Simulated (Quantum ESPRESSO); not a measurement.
# ZnAu (Pm-3m) in Quantum ESPRESSO: equation of state

Aim: energy against volume of ZnAu in PBEsol, for its equilibrium volume and stiffness.

Everything below comes from runs of Quantum ESPRESSO 7.5. Logs are shortened: lines on timing, memory, paths and dates and some standing lists are left out, and cuts for length are marked.

## Step 1: The structure

It takes space group Pm-3m (No. 221, cubic). Conventional cell: a = 3.147 Å, b = 3.147 Å, c = 3.147 Å, α = 90.00°, β = 90.00°, γ = 90.00°. Au (site symmetry m-3m) has 8 Zn at 2.73 Å as nearest neighbours. Zn (site symmetry m-3m) has 8 Au at 2.73 Å as nearest neighbours.

## Step 2: Single point, PBEsol, 14.65 Å³/atom

File pw.in:

```
&CONTROL
  calculation = 'scf'
  prefix = 'pwscf'
  outdir = './tmp'
  pseudo_dir = './pseudo'
  tprnfor = .true.
  tstress = .true.
  disk_io = 'nowf'
/
&SYSTEM
  ibrav = 0
  nat = 2
  ntyp = 2
  ecutwfc = 56
  ecutrho = 448
  nbnd = 23
  occupations = 'smearing'
  smearing = 'fd'
  degauss = 0.00367493
/
&ELECTRONS
  conv_thr = 4d-10
  electron_maxstep = 120
  mixing_beta = 0.5
/
ATOMIC_SPECIES
Au   196.9666 au_pbesol_v1.uspp.F.UPF
Zn    65.3800 zn_pbesol_v1.uspp.F.UPF
CELL_PARAMETERS angstrom
   3.0827574841    0.0000000000    0.0000000000
   0.0000000000    3.0827574841    0.0000000000
   0.0000000000    0.0000000000    3.0827574841
ATOMIC_POSITIONS crystal
Au     0.0000000000    0.0000000000    0.0000000000
Zn     0.5000000000    0.5000000000    0.5000000000
K_POINTS automatic
8 8 8 0 0 0
```

Potentials or basis: GBRV 1.5 PBEsol.

Started as:

```
> OMP_NUM_THREADS=1 mpirun -n 2 pw.x -nk 2 -in pw.in > pw.out
```

pw.out:

```text
This program is part of the open-source Quantum ESPRESSO suite
     for quantum simulation of materials; please cite
         "P. Giannozzi et al., J. Phys.:Condens. Matter 21 395502 (2009);
         "P. Giannozzi et al., J. Phys.:Condens. Matter 29 465901 (2017);
         "P. Giannozzi et al., J. Chem. Phys. 152 154105 (2020);
     in publications or presentations arising from this work. More details at

     Message from routine setup:
     using ibrav=0 with symmetry is DISCOURAGED, use correct ibrav instead

     K-points division:     npool     =       2
     Subspace diagonalization in iterative solution of the eigenvalue problem:
     a serial algorithm will be used

     G-vector sticks info
     --------------------
     sticks:   dense  smooth     PW     G-vecs:    dense   smooth      PW
     Sum        1201     593    185                31559    11075    1935

     Using Slab Decomposition

     bravais-lattice index     =            0
     lattice parameter (alat)  =       5.8256  a.u.
     unit-cell volume          =     197.7036 (a.u.)^3
     number of atoms/cell      =            2
     number of atomic types    =            2
     number of electrons       =        31.00
     number of Kohn-Sham states=           23
     kinetic-energy cutoff     =      56.0000  Ry
     charge density cutoff     =     448.0000  Ry
     scf convergence threshold =      4.0E-10
     mixing beta               =       0.5000
     number of iterations used =            8  plain     mixing
     Exchange-correlation= SLA  PW   PSX  PSC
                           (   1   4  10   8   0   0   0)

     celldm(1)=   5.825567  celldm(2)=   0.000000  celldm(3)=   0.000000
     celldm(4)=   0.000000  celldm(5)=   0.000000  celldm(6)=   0.000000

     crystal axes: (cart. coord. in units of alat)
               a(1) = (   1.000000   0.000000   0.000000 )
               a(2) = (   0.000000   1.000000   0.000000 )
               a(3) = (   0.000000   0.000000   1.000000 )

     reciprocal axes: (cart. coord. in units 2 pi/alat)
               b(1) = (  1.000000  0.000000  0.000000 )
               b(2) = (  0.000000  1.000000  0.000000 )
               b(3) = (  0.000000  0.000000  1.000000 )

     PseudoPot. # 1 for Au read from file:
     au_pbesol_v1.uspp.F.UPF
     Pseudo is Ultrasoft + core correction, Zval = 11.0
     Generated by new atomic code, or converted to UPF format
     Using radial grid of  985 points,  7 beta functions with:
                l(1) =   0
                l(2) =   0
                l(3) =   1
                l(4) =   1
                l(5) =   2
                l(6) =   2
                l(7) =   3
     Q(r) pseudized with  6 coefficients,  rinner =    1.900   1.900   1.900
                                                       1.900   1.900   1.900
                                                       1.900

     PseudoPot. # 2 for Zn read from file:
     zn_pbesol_v1.uspp.F.UPF
     Pseudo is Ultrasoft, Zval = 20.0
     Generated by new atomic code, or converted to UPF format
     Using radial grid of  943 points,  6 beta functions with:
                l(1) =   0
                l(2) =   0
                l(3) =   1
                l(4) =   1
                l(5) =   2
                l(6) =   2
     Q(r) pseudized with  8 coefficients,  rinner =    1.100   1.100   1.100
                                                       1.100   1.100

     atomic species   valence    mass     pseudopotential
     Au               11.00   196.96660     Au( 1.00)
     Zn               20.00    65.38000     Zn( 1.00)

     48 Sym. Ops., with inversion, found

   Cartesian axes

     site n.     atom                  positions (alat units)
         1        Au     tau(   1) = (   0.0000000   0.0000000   0.0000000  )
         2        Zn     tau(   2) = (   0.5000000   0.5000000   0.5000000  )

     number of k points=    35  Fermi-Dirac smearing, width (Ry)=  0.0037
                       cart. coord. in units 2pi/alat
        k(    1) = (   0.0000000   0.0000000   0.0000000), wk =   0.0039062
        k(    2) = (   0.0000000   0.0000000   0.1250000), wk =   0.0234375
        k(    3) = (   0.0000000   0.0000000   0.2500000), wk =   0.0234375
        k(    4) = (   0.0000000   0.0000000   0.3750000), wk =   0.0234375
        k(    5) = (   0.0000000   0.0000000  -0.5000000), wk =   0.0117188
        k(    6) = (   0.0000000   0.1250000   0.1250000), wk =   0.0468750
[... 27 lines left out ...]
        k(   34) = (   0.3750000  -0.5000000  -0.5000000), wk =   0.0234375
        k(   35) = (  -0.5000000  -0.5000000  -0.5000000), wk =   0.0039062

     Dense  grid:    31559 G-vectors     FFT dimensions: (  40,  40,  40)

     Smooth grid:    11075 G-vectors     FFT dimensions: (  27,  27,  27)

     Check: negative core charge=   -0.000002

     Initial potential from superposition of free atoms

     starting charge      30.9998, renormalised to      31.0000
     Starting wfcs are   22 randomized atomic wfcs +    1 random wfcs

     Self-consistent Calculation

     iteration #  1     ecut=    56.00 Ry     beta= 0.50
     Davidson diagonalization with overlap
     ethr =  1.00E-02,  avg # of iterations =  3.9

     Threshold (ethr) on eigenvalues was too large:
     Diagonalizing with lowered threshold

     Davidson diagonalization with overlap
     ethr =  4.47E-04,  avg # of iterations =  1.2

     total energy              =    -575.98263645 Ry
     estimated scf accuracy    <       0.13668807 Ry

     iteration #  2     ecut=    56.00 Ry     beta= 0.50
     Davidson diagonalization with overlap
     ethr =  4.41E-04,  avg # of iterations =  2.0
[... 43 lines left out ...]
     total energy              =    -576.02477449 Ry
     estimated scf accuracy    <          3.9E-09 Ry

     iteration #  9     ecut=    56.00 Ry     beta= 0.50
     Davidson diagonalization with overlap
     ethr =  1.26E-11,  avg # of iterations =  4.3

     End of self-consistent calculation

          k = 0.0000 0.0000 0.0000 (  1365 PWs)   bands (ev):

  -109.5417 -63.8632 -63.8632 -63.8632   5.4116   8.2346   8.2346   9.1053
     9.1053   9.1053  11.0198  11.0198  12.8345  12.8345  12.8345  21.6956
    21.6956  21.6956  26.3208  29.2009  29.2009  35.1757  36.4678

          k = 0.0000 0.0000 0.1250 (  1370 PWs)   bands (ev):

  -109.5417 -63.8636 -63.8632 -63.8632   5.7018   8.3094   8.3309   9.1031
     9.1031   9.1334  10.9591  11.0932  12.6015  12.6015  12.8051  19.9131
    22.2555  22.2555  27.1916  28.8529  30.5652  35.1343  35.1344
[... 67 lines left out ...]
          k = 0.0000 0.3750-0.5000 (  1396 PWs)   bands (ev):

  -109.5415 -63.8657 -63.8653 -63.8629   8.1030   8.1167   8.7517   8.7615
     9.4133  10.0807  11.2107  12.3546  12.3849  12.5031  13.9495  14.4341
    19.2035  20.3888  27.5455  29.1323  30.0062  31.7275  34.8241

          k = 0.0000-0.5000-0.5000 (  1372 PWs)   bands (ev):

  -109.5415 -63.8657 -63.8657 -63.8628   8.0059   8.0383   8.6907   8.6907
     9.5033  10.0870  11.4198  12.4868  12.4868  13.4473  14.3788  14.3788
    17.7393  19.5443  27.3831  29.5017  29.5017  32.9736  34.3176

          k = 0.1250 0.1250 0.1250 (  1391 PWs)   bands (ev):

  -109.5417 -63.8636 -63.8636 -63.8636   6.2587   8.4748   8.4748   9.0418
     9.0418   9.2299  11.0817  11.0817  12.1291  12.5212  12.5212  20.4991
    21.0681  21.0681  30.0218  30.2848  30.2848  33.6692  33.6692
[... 43 lines left out ...]
          k = 0.1250 0.3750-0.5000 (  1402 PWs)   bands (ev):

  -109.5415 -63.8657 -63.8653 -63.8633   8.2307   8.2598   8.7488   8.7567
     9.4066  10.0874  11.2442  11.6473  11.8100  12.9083  14.8760  14.8761
    19.4683  20.3158  25.9169  28.0258  29.1485  31.5831  35.4660

          k = 0.1250-0.5000-0.5000 (  1404 PWs)   bands (ev):

  -109.5415 -63.8657 -63.8657 -63.8633   8.1615   8.1737   8.6915   8.6915
     9.5048  10.0870  11.6274  11.7481  11.7481  13.4557  15.3817  15.3817
    17.8067  19.4085  26.2111  28.5823  28.5823  30.7515  36.1372

          k = 0.2500 0.2500 0.2500 (  1394 PWs)   bands (ev):

  -109.5415 -63.8644 -63.8644 -63.8644   8.2333   8.8689   8.8689   8.9196
     8.9196   8.9731  11.3121  11.3121  11.9933  11.9933  12.3163  19.7145
    20.1934  20.1934  26.8730  28.5275  28.5275  34.5243  34.6073
[... 19 lines left out ...]
          k = 0.2500 0.3750-0.5000 (  1408 PWs)   bands (ev):

  -109.5414 -63.8657 -63.8653 -63.8642   8.4716   8.5795   8.7690   8.8265
     9.3735  10.0682  10.7020  10.7796  12.1848  13.0861  15.8077  16.3739
    20.0594  20.3114  23.9641  24.9043  27.5457  29.1803  36.5062

          k = 0.2500-0.5000-0.5000 (  1420 PWs)   bands (ev):

  -109.5414 -63.8656 -63.8656 -63.8643   8.4682   8.5842   8.7069   8.7069
     9.5084  10.0662  10.7631  10.7631  12.2505  13.4759  17.1508  17.1508
    18.0790  19.0086  24.4134  26.5795  26.5795  26.9662  36.5051

          k = 0.3750 0.3750 0.3750 (  1403 PWs)   bands (ev):

  -109.5414 -63.8652 -63.8652 -63.8652   8.5719   8.7763   8.7763   9.2284
     9.2284   9.6800  10.4666  10.4666  12.8934  12.8934  15.5153  19.0652
    20.0509  20.0509  22.4975  24.7789  24.7789  28.1334  36.5050

          k = 0.3750 0.3750-0.5000 (  1402 PWs)   bands (ev):

  -109.5414 -63.8656 -63.8652 -63.8652   8.6208   8.7036   8.8053   9.1755
     9.3235   9.9565  10.2161  10.2861  12.9149  13.2421  17.0320  17.7560
    19.5502  21.6049  21.8907  23.0640  25.5601  26.3958  36.5026

          k = 0.3750-0.5000-0.5000 (  1396 PWs)   bands (ev):

  -109.5414 -63.8656 -63.8656 -63.8652   8.7143   8.7579   8.7579   9.1334
     9.5120   9.9646  10.0591  10.0591  13.0862  13.4963  18.4781  18.8314
    19.1066  19.1066  23.2383  23.3755  24.3419  24.3419  36.5038

          k =-0.5000-0.5000-0.5000 (  1376 PWs)   bands (ev):

  -109.5414 -63.8656 -63.8656 -63.8656   8.8026   8.8026   8.8026   9.5136
     9.5136   9.7871   9.7871   9.7871  13.5047  13.5047  18.2124  20.4734
    20.4734  20.4734  20.6202  22.8622  22.8622  22.8622  36.5029

     the Fermi energy is    16.5439 ev

!    total energy              =    -576.02477449 Ry
     estimated scf accuracy    <          3.9E-10 Ry
     smearing contrib. (-TS)   =      -0.00026018 Ry
     internal energy E=F+TS    =    -576.02451431 Ry

     The total energy is F=E-TS. E is the sum of the following terms:
     one-electron contribution =    -362.64288224 Ry
     hartree contribution      =     204.75305762 Ry
     xc contribution           =    -103.81615169 Ry
     ewald contribution        =    -314.31853800 Ry

     convergence has been achieved in   9 iterations

     Forces acting on atoms (cartesian axes, Ry/au):

     atom    1 type  1   force =     0.00000000    0.00000000    0.00000000
     atom    2 type  2   force =     0.00000000    0.00000000    0.00000000

     Total force =     0.000000     Total SCF correction =     0.000000

     Computing stress (Cartesian axis) and pressure

          total   stress  (Ry/bohr**3)                   (kbar)     P=       71.68
   0.00048728   0.00000000   0.00000000           71.68        0.00        0.00
   0.00000000   0.00048728   0.00000000            0.00       71.68        0.00
   0.00000000   0.00000000   0.00048728            0.00        0.00       71.68

=------------------------------------------------------------------------------=
   JOB DONE.
=------------------------------------------------------------------------------=
```

Run time: 15 s. Hardware: 2 MPI ranks of Arm Neoverse V1, shared host; peak memory 0.32 GiB.

Results:

```
Free energy            : -7837.2163 eV
Pressure               : 7.2 GPa
Band gap on the k mesh : none (metal or under the smearing width)
```

## Step 3: Single point, PBEsol, 14.96 Å³/atom

Changes to pw.in since step 2:

```diff
@@ -29,5 +29,5 @@
 CELL_PARAMETERS angstrom
-   3.0827574841    0.0000000000    0.0000000000
-   0.0000000000    3.0827574841    0.0000000000
-   0.0000000000    0.0000000000    3.0827574841
+   3.1044677592    0.0000000000    0.0000000000
+   0.0000000000    3.1044677592    0.0000000000
+   0.0000000000    0.0000000000    3.1044677592
 ATOMIC_POSITIONS crystal
```

Potentials or basis: GBRV 1.5 PBEsol.

Started as:

```
> OMP_NUM_THREADS=1 mpirun -n 2 pw.x -nk 2 -in pw.in > pw.out
```

It took 16 s on 2 MPI ranks of Arm Neoverse V1, shared host; peak memory 0.32 GiB.

The run converged. Its results:

```yaml
Free_energy: -7837.2371 eV
Pressure: 3.5 GPa
Band_gap_on_the_k_mesh: none (metal or under the smearing width)
```

## Step 4: Single point, PBEsol, 15.27 Å³/atom

Changes to pw.in since step 3:

```diff
@@ -29,5 +29,5 @@
 CELL_PARAMETERS angstrom
-   3.1044677592    0.0000000000    0.0000000000
-   0.0000000000    3.1044677592    0.0000000000
-   0.0000000000    0.0000000000    3.1044677592
+   3.1258785582    0.0000000000    0.0000000000
+   0.0000000000    3.1258785582    0.0000000000
+   0.0000000000    0.0000000000    3.1258785582
 ATOMIC_POSITIONS crystal
```

Started as:

```
> OMP_NUM_THREADS=1 mpirun -n 2 pw.x -nk 2 -in pw.in > pw.out
```

Run time: 16 s. Hardware: 2 MPI ranks of Arm Neoverse V1, shared host; peak memory 0.32 GiB.

The run converged. Its results:

```
Free energy            : -7837.2448 eV
Pressure               : 0.4 GPa
Band gap on the k mesh : none (metal or under the smearing width)
```

## Step 5: Single point, PBEsol, 15.58 Å³/atom

Changes to pw.in since step 4:

```diff
@@ -29,5 +29,5 @@
 CELL_PARAMETERS angstrom
-   3.1258785582    0.0000000000    0.0000000000
-   0.0000000000    3.1258785582    0.0000000000
-   0.0000000000    0.0000000000    3.1258785582
+   3.1470000000    0.0000000000    0.0000000000
+   0.0000000000    3.1470000000    0.0000000000
+   0.0000000000    0.0000000000    3.1470000000
 ATOMIC_POSITIONS crystal
```

Started as:

```
> OMP_NUM_THREADS=1 mpirun -n 2 pw.x -nk 2 -in pw.in > pw.out
```

Run time: 16 s. Hardware: 2 MPI ranks of Arm Neoverse V1, shared host; peak memory 0.34 GiB.

The run converged. Its results:

- Free energy: -7837.2410 eV
- Pressure: -2.4 GPa
- Band gap on the k mesh: none (metal or under the smearing width)

## Step 6: Single point, PBEsol, 15.89 Å³/atom

Changes to pw.in since step 5:

```diff
@@ -29,5 +29,5 @@
 CELL_PARAMETERS angstrom
-   3.1470000000    0.0000000000    0.0000000000
-   0.0000000000    3.1470000000    0.0000000000
-   0.0000000000    0.0000000000    3.1470000000
+   3.1678416670    0.0000000000    0.0000000000
+   0.0000000000    3.1678416670    0.0000000000
+   0.0000000000    0.0000000000    3.1678416670
 ATOMIC_POSITIONS crystal
```

Potentials or basis: GBRV 1.5 PBEsol.

Started as:

```
> OMP_NUM_THREADS=1 mpirun -n 2 pw.x -nk 2 -in pw.in > pw.out
```

Run time: 16 s. Hardware: 2 MPI ranks of Arm Neoverse V1, shared host; peak memory 0.34 GiB.

The run converged. Its results:

```
Free energy            : -7837.2271 eV
Pressure               : -4.8 GPa
Band gap on the k mesh : none (metal or under the smearing width)
```

## Step 7: Single point, PBEsol, 16.21 Å³/atom

Changes to pw.in since step 6:

```diff
@@ -29,5 +29,5 @@
 CELL_PARAMETERS angstrom
-   3.1678416670    0.0000000000    0.0000000000
-   0.0000000000    3.1678416670    0.0000000000
-   0.0000000000    0.0000000000    3.1678416670
+   3.1884126438    0.0000000000    0.0000000000
+   0.0000000000    3.1884126438    0.0000000000
+   0.0000000000    0.0000000000    3.1884126438
 ATOMIC_POSITIONS crystal
```

Started as:

```
> OMP_NUM_THREADS=1 mpirun -n 2 pw.x -nk 2 -in pw.in > pw.out
```

It took 16 s on 2 MPI ranks of Arm Neoverse V1, shared host; peak memory 0.34 GiB.

It converged, with:

| Property | Result |
| --- | --- |
| Free energy | -7837.2042 eV |
| Pressure | -6.9 GPa |
| Band gap on the k mesh | none (metal or under the smearing width) |

## Step 8: Single point, PBEsol, 16.52 Å³/atom

Changes to pw.in since step 7:

```diff
@@ -29,5 +29,5 @@
 CELL_PARAMETERS angstrom
-   3.1884126438    0.0000000000    0.0000000000
-   0.0000000000    3.1884126438    0.0000000000
-   0.0000000000    0.0000000000    3.1884126438
+   3.2087215522    0.0000000000    0.0000000000
+   0.0000000000    3.2087215522    0.0000000000
+   0.0000000000    0.0000000000    3.2087215522
 ATOMIC_POSITIONS crystal
```

Started as:

```
> OMP_NUM_THREADS=1 mpirun -n 2 pw.x -nk 2 -in pw.in > pw.out
```

It took 16 s on 2 MPI ranks of Arm Neoverse V1, shared host; peak memory 0.36 GiB.

It converged, with:

```yaml
Free_energy: -7837.1736 eV
Pressure: -8.8 GPa
Band_gap_on_the_k_mesh: none (metal or under the smearing width)
```

## Step 9: Equation of state, PBEsol

Potentials or basis: GBRV 1.5 PBEsol.

No new run: the results of the series are fitted here.

Results:

```
Equilibrium volume                      : 15.32 Å³/atom
Bulk modulus                            : 143 GPa
Pressure derivative of the bulk modulus : 5.4
```

Energy against volume, from the lowest point:
```csv
volume (Å³/atom),energy (meV/atom)
14.648,14.27
14.960,3.85
15.272,0.00
15.583,1.92
15.895,8.90
16.207,20.31
16.518,35.61
```
